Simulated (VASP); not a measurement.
# InAs (F-43m) in VASP: notebook

The runs below take InAs through single point, with PBE, RPBE, revPBE.

All numbers are computed with VASP 6.6.1; they aren't measurements. Logs are shortened: lines on timing, memory, paths and dates and some standing lists are left out, and cuts for length are marked.

**Measured values to compare with.**

From a printed reference work, data compilation, for a bulk crystal of InAs at 4.2 K: band gap 0.418 eV (direct).

How close the calculation comes is told below.

## 1. The cell of the first run

It takes space group F-43m (No. 216, cubic). Conventional cell: a = 6.154 Å, b = 6.154 Å, c = 6.154 Å, α = 90.00°, β = 90.00°, γ = 90.00°. In (site symmetry -43m) has 4 As at 2.66 Å within 3.5 Å. Within 3.5 Å of As (site symmetry -43m) lie 4 In at 2.66 Å.

## 2. Single point, PBE (volume scaled by 1.06)

File INCAR:

```
PREC = Accurate
ENCUT = 520
EDIFF = 1E-7
ISMEAR = -1
SIGMA = 0.05
LREAL = False
LASPH = True
NELM = 60
ALGO = Normal
ISIF = 2
LWAVE = False
LCHARG = False
GGA = PE
NBANDS = 16
```

File KPOINTS:

```
regular mesh
0
Gamma
  8 8 8
```

File POSCAR:

```
InAs
1.0
    0.0000000000      3.0771914981      3.0771914981
    3.0771914981      0.0000000000      3.0771914981
    3.0771914981      3.0771914981      0.0000000000
In As
1 1
Direct
    0.0000000000      0.0000000000      0.0000000000
    0.7500000000      0.7500000000      0.7500000000
```

Potentials or basis: VASP PAW PBE potentials, release 64 (In_d, As).

On the command line:

```console
cat potpaw_PBE.64/In_d/POTCAR potpaw_PBE.64/As/POTCAR > POTCAR
mpirun -np 1 vasp_std > vasp.out
```

OUTCAR:

```text
PREC = Accurate
   ENCUT = 520
   EDIFF = 1E-7
   ISMEAR = -1
   LREAL = False
   LASPH = True
   NELM = 60
   ISIF = 2
   GGA = PE

 ion  position               nearest neighbor table
   1  0.000  0.000  0.000-   2 2.66   2 2.66   2 2.66   2 2.66
   2  0.750  0.750  0.750-   1 2.66   1 2.66   1 2.66   1 2.66

  LATTYP: Found a face centered cubic cell.
 ALAT       =     6.1543829962

  Lattice vectors:

 A1 = (   0.0000000000,   3.0771914981,   3.0771914981)
 A2 = (   3.0771914981,   0.0000000000,   3.0771914981)
 A3 = (   3.0771914981,   3.0771914981,   0.0000000000)

Analysis of symmetry for initial positions (statically):
=====================================================================
 Subroutine PRICEL returns:
 Original cell was already a primitive cell.

 Routine SETGRP: Setting up the symmetry group for a
 face centered cubic supercell.

 Subroutine GETGRP returns: Found 24 space group operations
 (whereof 24 operations were pure point group operations)
 out of a pool of 48 trial point group operations.

The static configuration has the point symmetry T_d .

Analysis of symmetry for dynamics (positions and initial velocities):
=====================================================================
 Subroutine PRICEL returns:
 Original cell was already a primitive cell.

 Routine SETGRP: Setting up the symmetry group for a
 face centered cubic supercell.

 Subroutine GETGRP returns: Found 24 space group operations
 (whereof 24 operations were pure point group operations)
 out of a pool of 48 trial point group operations.

The dynamic configuration has the point symmetry T_d .

 Subroutine INISYM returns: Found 24 space group operations
 (whereof 24 operations are pure point group operations),
 and found     1 'primitive' translations

----------------------------------------------------------------------------------------

                                     Primitive cell

  volume of cell :      58.2765

  direct lattice vectors                    reciprocal lattice vectors
     0.000000000  3.077191498  3.077191498    -0.162485825  0.162485825  0.162485825
     3.077191498  0.000000000  3.077191498     0.162485825 -0.162485825  0.162485825
     3.077191498  3.077191498  0.000000000     0.162485825  0.162485825 -0.162485825

  length of vectors
     4.351805951  4.351805951  4.351805951     0.281433705  0.281433705  0.281433705

  position of ions in fractional coordinates (direct lattice)
     0.000000000  0.000000000  0.000000000
     0.750000000  0.750000000  0.750000000

  ion indices of the primitive-cell ions
   primitive index   ion index
                 1           1
                 2           2

----------------------------------------------------------------------------------------

 KPOINTS: regular mesh

Automatic generation of k-mesh.
 Grid dimensions read from file:
 generate k-points for:    8    8    8

 Generating k-lattice:

  Cartesian coordinates                     Fractional coordinates (reciprocal lattice)
    -0.020310728  0.020310728  0.020310728     0.125000000  0.000000000  0.000000000
     0.020310728 -0.020310728  0.020310728     0.000000000  0.125000000  0.000000000
     0.020310728  0.020310728 -0.020310728     0.000000000  0.000000000  0.125000000

  Length of vectors
     0.035179213  0.035179213  0.035179213

  Shift w.r.t. Gamma in fractional coordinates (k-lattice)
     0.000000000  0.000000000  0.000000000

 Subroutine IBZKPT returns following result:
 ===========================================

 Found     29 irreducible k-points:

 Following reciprocal coordinates:
            Coordinates               Weight
  0.000000  0.000000  0.000000      1.000000
  0.125000  0.000000  0.000000      8.000000
  0.250000  0.000000  0.000000      8.000000
  0.375000  0.000000  0.000000      8.000000
  0.500000  0.000000  0.000000      4.000000
  0.125000  0.125000  0.000000      6.000000
[... 16 lines left out ...]
  0.500000  0.250000  0.125000     48.000000
 -0.375000  0.250000  0.125000     24.000000
 [... further k-points ...]
   k-points           NKPTS =     29   k-points in BZ     NKDIM =     29   number of bands    NBANDS=     16
   number of dos      NEDOS =    301   number of ions     NIONS =      2
   total plane-waves  NPLWV =  32768
   dimension x,y,z NGX =    32 NGY =   32 NGZ =   32
   dimension x,y,z NGXF=    64 NGYF=   64 NGZF=   64
   ions per type =               1   1
   NGX,Y,Z   is equivalent  to a cutoff of  12.22, 12.22, 12.22 a.u.
   NGXF,Y,Z  is equivalent  to a cutoff of  24.45, 24.45, 24.45 a.u.
 SYSTEM =  unknown system
   PREC   = accura    normal or accurate (medium, high low for compatibility)
   ISTART =      0    job   : 0-new  1-cont  2-samecut
   ICHARG =      2    charge: 1-file 2-atom 10-const
   ISPIN  =      1    spin polarized calculation?
   LNONCOLLINEAR =      F non collinear calculations
   LSORBIT =      F    spin-orbit coupling
   LASPH  =      T    aspherical Exc in radial PAW
   ENCUT  =  520.0 eV  38.22 Ry    6.18 a.u.   8.09  8.09  8.09*2*pi/ulx,y,z
   NELM   =     60;   NELMIN=  2; NELMDL= -5     # of ELM steps
   EDIFF  = 0.1E-06   stopping-criterion for ELM
   LREAL  =      F    real-space projection
   EDIFFG = 0.1E-05   stopping-criterion for IOM
   NSW    =      0    number of steps for IOM
   IBRION =     -1    ionic relax: 0-MD 1-quasi-New 2-CG
   NFREE  =      0    steps in history (QN), initial steepest desc. (CG)
   ISIF   =      2    stress and relaxation
   ISYM   =      2    0-nonsym 1-usesym 2-fastsym
   POTIM  = 0.5000    time-step for ionic-motion
   TEBEG  =    0.0;   TEEND  =   0.0 temperature during run
   PSTRESS=    0.0 pullay stress
   NELECT =      18.0000    total number of electrons
   NUPDOWN=      -1.0000    fix difference up-down
   EMIN   =  10.00;   EMAX   =-10.00  energy-range for DOS
   EFERMI =   0.00;   METHOD = LEGACY
   ISMEAR =    -1;   SIGMA  =   0.05  broadening in eV -4-tet -1-fermi 0-gaus
   EFERMI_NEDOS =   21; number of points for ismear=-14 and -15
   IALGO  =     38    algorithm
   IMIX   =      4    mixing-type and parameters
     AMIX     =   0.40;   BMIX     =  1.00
     AMIX_MAG =   1.60;   BMIX_MAG =  1.00
  volume/ion in A,a.u.               =      29.14       196.63
  Fermi-wavevector in a.u.,A,eV,Ry     =   1.106627  2.091221 16.662003  1.224623
  Thomas-Fermi vector in A             =   2.243130
   LORBIT       =      0    0 simple, 1 ext, 2 COOP (PROOUT), +10 PAW based schemes
   GGA     = PE    functional components
   LHFCALC =     F    Hartree Fock is set to
   AEXX    =    0.0000 exact exchange contribution
   IVDW    =     0    specifies the selected vdW correction
   LEPSILON=     F    determine dielectric tensor
   LRPA    =     F    only Hartree local field effects (RPA)
 non-spin polarized calculation
  energy-cutoff  :      520.00
  volume of cell :       58.28
 maximum number of plane-waves:      1588
   NGX = 17   NGY = 17   NGZ = 17

 number of electron      18.0000005 magnetization

 Free energy of the ion-electron system (eV)
  ---------------------------------------------------
  ext. energy  EPLUGINS =         0.00000000
  ---------------------------------------------------
  free energy    TOTEN  =        -7.71396564 eV

  energy without entropy =       -7.71338562  energy(sigma->0) =       -7.71367563

 E-fermi :   4.0418     XC(G=0):  -8.8626

 val. band max:        3.9899159914   @ k =   0.0000   0.0000   0.0000
 cond. band min:       4.8335826277   @ k =   0.5000   0.0000   0.0000
 fundamental gap:      0.8436666364
 Fermi energy:         4.0418018471

 k-point     1 :       0.0000    0.0000    0.0000
  band No.  band energies     occupation
      1     -10.3044      2.00000
      2     -10.3044      2.00000
      3     -10.3044      2.00000
      4     -10.1992      2.00000
      5     -10.1992      2.00000
      6      -7.5432      2.00000
[... 8 lines left out ...]
     15      13.5340      0.00000
     16      13.5340      0.00000

 k-point     2 :       0.1250    0.0000    0.0000
  band No.  band energies     occupation
      1     -10.3201      2.00000
      2     -10.2996      2.00000
      3     -10.2996      2.00000
      4     -10.1993      2.00000
      5     -10.1993      2.00000
      6      -7.3970      2.00000
[... 8 lines left out ...]
     15      12.7167      0.00000
     16      12.7167      0.00000

 k-point     3 :       0.2500    0.0000    0.0000
  band No.  band energies     occupation
      1     -10.3561      2.00000
      2     -10.2892      2.00000
      3     -10.2892      2.00000
      4     -10.1982      2.00000
      5     -10.1982      2.00000
      6      -6.9975      2.00000
[... 8 lines left out ...]
     15      12.4759      0.00000
     16      12.4759      0.00000

 k-point     4 :       0.3750    0.0000    0.0000
  band No.  band energies     occupation
      1     -10.3899      2.00000
      2     -10.2809      2.00000
      3     -10.2809      2.00000
      4     -10.1947      2.00000
      5     -10.1947      2.00000
      6      -6.4938      2.00000
[... 8 lines left out ...]
     15      13.3587      0.00000
     16      13.3587      0.00000

 k-point     5 :       0.5000    0.0000    0.0000
  band No.  band energies     occupation
      1     -10.4034      2.00000
      2     -10.2783      2.00000
      3     -10.2783      2.00000
      4     -10.1925      2.00000
      5     -10.1925      2.00000
      6      -6.2315      2.00000
[... 8 lines left out ...]
     15      14.5454      0.00000
     16      14.5454      0.00000

 k-point     6 :       0.1250    0.1250    0.0000
  band No.  band energies     occupation
      1     -10.3304      2.00000
      2     -10.2949      2.00000
      3     -10.2949      2.00000
      4     -10.2029      2.00000
      5     -10.1965      2.00000
      6      -7.3484      2.00000
[... 8 lines left out ...]
     15      12.4947      0.00000
     16      13.7016      0.00000
[... 267 lines left out ...]
 k-point    21 :       0.5000    0.5000    0.0000
  band No.  band energies     occupation
      1     -10.4547      2.00000
      2     -10.2373      2.00000
      3     -10.2373      2.00000
      4     -10.2297      2.00000
      5     -10.1802      2.00000
      6      -5.7456      2.00000
[... 8 lines left out ...]
     15      15.3620      0.00000
     16      15.7769      0.00000

 k-point    22 :       0.3750    0.2500    0.1250
  band No.  band energies     occupation
      1     -10.3874      2.00000
      2     -10.2765      2.00000
      3     -10.2726      2.00000
      4     -10.2085      2.00000
      5     -10.1912      2.00000
      6      -6.6705      2.00000
[... 8 lines left out ...]
     15      13.9428      0.00000
     16      14.5286      0.00000

 k-point    23 :       0.5000    0.2500    0.1250
  band No.  band energies     occupation
      1     -10.4094      2.00000
      2     -10.2720      2.00000
      3     -10.2634      2.00000
      4     -10.2065      2.00000
      5     -10.1912      2.00000
      6      -6.2214      2.00000
[... 8 lines left out ...]
     15      14.0688      0.00000
     16      14.9163      0.00000

 k-point    24 :      -0.3750    0.2500    0.1250
  band No.  band energies     occupation
      1     -10.4177      2.00000
      2     -10.2712      2.00000
      3     -10.2600      2.00000
      4     -10.2031      2.00000
      5     -10.1928      2.00000
      6      -5.9931      2.00000
[... 8 lines left out ...]
     15      14.2531      0.00000
     16      14.8799      0.00000

 [... further k-points ...]
[... 5 lines left out ...]
  --------------------------------------------------------------------------------------
  -------------------------------------------------------------------------------------
  Total        0.3090422      0.3090422      0.3090422      0.0000000      0.0000000      0.0000000
  in kB        8.4963963      8.4963963      8.4963963      0.0000000      0.0000000      0.0000000
  external PRESSURE =       8.4963963 kB  Pullay stress =       0.0000000 kB

 VOLUME and BASIS-vectors are now :
 -----------------------------------------------------------------------------
  energy-cutoff  :      520.00
  volume of cell :       58.28
      direct lattice vectors                 reciprocal lattice vectors
     0.000000000  3.077191498  3.077191498    -0.162485825  0.162485825  0.162485825
     3.077191498  0.000000000  3.077191498     0.162485825 -0.162485825  0.162485825
     3.077191498  3.077191498  0.000000000     0.162485825  0.162485825 -0.162485825

 POSITION                                       TOTAL-FORCE (eV/Angst)
 -----------------------------------------------------------------------------------
      0.00000      0.00000      0.00000        -0.000000     -0.000000      0.000000
      4.61579      4.61579      4.61579         0.000000      0.000000      0.000000
 -----------------------------------------------------------------------------------
    total drift:                                0.000000      0.000000      0.000000

  FREE ENERGIE OF THE ION-ELECTRON SYSTEM (eV)
  ---------------------------------------------------
  free  energy   TOTEN  =        -7.7139656412 eV

  energy  without entropy=       -7.7133856171  energy(sigma->0) =       -7.71367563
```

It took 39 s on 1 thread of AMD EPYC 7R13, shared host; peak memory 0.16 GiB.

What came out:

| Item | Value |
| --- | --- |
| Free energy | -7.7140 eV |
| Pressure | 0.8 GPa |
| Band gap on the k mesh | zero (filled and empty bands touch) |

Levels at points of the mesh, in eV from the Fermi level:
```csv
k point,band 5,band 6,band 7,band 8,band 9,band 10,band 11,band 12,band 13,band 14
"(0.00, 0.00, 0.00)",-14.24,-11.59,-0.52,-0.05,-0.05,-0.05,3.83,3.83,3.83,7.28
"(0.50, 0.00, 0.00)",-14.23,-10.27,-5.56,-0.97,-0.97,0.79,4.59,4.59,6.73,8.72
"(0.50, 0.50, 0.00)",-14.22,-9.79,-5.67,-2.20,-2.20,1.58,2.00,8.80,8.85,8.85
```

Caveat: the cell differs from its parent crystal (volume scaled by 1.06); spin-orbit coupling is left out, which moves the levels of the heavy elements.

## 3. Single point, RPBE

This run uses another cell than the first one, of 27.49 Å³/atom, 0.943 times its volume.

File INCAR:

```
  PREC = Accurate
  ENCUT = 520
  EDIFF = 1E-6
  ISMEAR = -1
  SIGMA = 0.05
  LREAL = F
  LASPH = T
  NELM = 80
  ALGO = Normal
  ISIF = 2
  LWAVE = F
  LCHARG = T
  GGA = RP
  LELF = T
  LVHAR = T
  NBANDS = 16
```

File KPOINTS:

```
Automatic mesh
0
Gamma
  8 8 8
```

File POSCAR:

```
InAs
1.0
    0.0000000000      3.0180000000      3.0180000000
    3.0180000000      0.0000000000      3.0180000000
    3.0180000000      3.0180000000      0.0000000000
In As
1 1
Direct
    0.0000000000      0.0000000000      0.0000000000
    0.7500000000      0.7500000000      0.7500000000
```

Potentials or basis: VASP PAW PBE potentials, release 64 (In_d, As).

On the command line:

```console
cat potpaw_PBE.64/In_d/POTCAR potpaw_PBE.64/As/POTCAR > POTCAR
mpirun -np 1 vasp_std > vasp.out
```

It took 10 s on 1 thread of Intel Xeon 6975P-C (Granite Rapids), shared host; peak memory 0.18 GiB.

Results (log left out):

```yaml
Free_energy: -6.9439 eV
Pressure: 6.1 GPa
Band_gap_on_the_k_mesh: zero (filled and empty bands touch)
```

Levels at points of the mesh, in eV from the Fermi level:
| k point | band 7 | band 8 | band 9 | band 10 | band 11 | band 12 |
| --- | --- | --- | --- | --- | --- | --- |
| (0.00, 0.00, 0.00) | -0.10 | -0.06 | -0.06 | -0.06 | 3.90 | 3.90 |
| (0.50, 0.00, 0.00) | -5.80 | -1.05 | -1.05 | 1.01 | 4.67 | 4.67 |
| (0.50, 0.50, 0.00) | -5.87 | -2.38 | -2.38 | 1.60 | 2.09 | 9.30 |

Caveat: the PAW data sets were made with another functional, which shifts forces and pressure a little; spin-orbit coupling is left out, which moves the levels of the heavy elements.

## 4. Single point, revPBE

This run uses another cell than the first one, of 27.49 Å³/atom, 0.943 times its volume.

File INCAR:

```
ALGO = Normal
EDIFF = 1E-6
ENCUT = 520
GGA = RE
ISIF = 2
ISMEAR = -1
LASPH = True
LCHARG = False
LREAL = False
LWAVE = False
NBANDS = 16
NELM = 60
PREC = Accurate
SIGMA = 0.05
```

File KPOINTS:

```
k-points
0
Gamma
  8 8 8
```

POSCAR is that of step 3.

On the command line:

```console
cat potpaw_PBE.64/In_d/POTCAR potpaw_PBE.64/As/POTCAR > POTCAR
mpirun -np 1 vasp_std > vasp.out
```

Run time: 8.8 s. Hardware: 1 thread of Intel Xeon 6975P-C (Granite Rapids), shared host; peak memory 0.18 GiB.

It converged, with:

```yaml
Free_energy: -7.0536 eV
Pressure: 5.6 GPa
Band_gap_on_the_k_mesh: zero (filled and empty bands touch)
```

Levels at points of the mesh, in eV from the Fermi level:
```
           k point  band 7  band 8  band 9  band 10  band 11  band 12
(0.00, 0.00, 0.00)   -0.13   -0.05   -0.05    -0.05     3.89     3.89
(0.50, 0.00, 0.00)   -5.81   -1.04   -1.04     0.99     4.66     4.66
(0.50, 0.50, 0.00)   -5.88   -2.38   -2.38     1.57     2.07     9.27
```

Caveat: the PAW data sets were made with another functional, which shifts forces and pressure a little; spin-orbit coupling is left out, which moves the levels of the heavy elements.

[end of part 1 of 2]
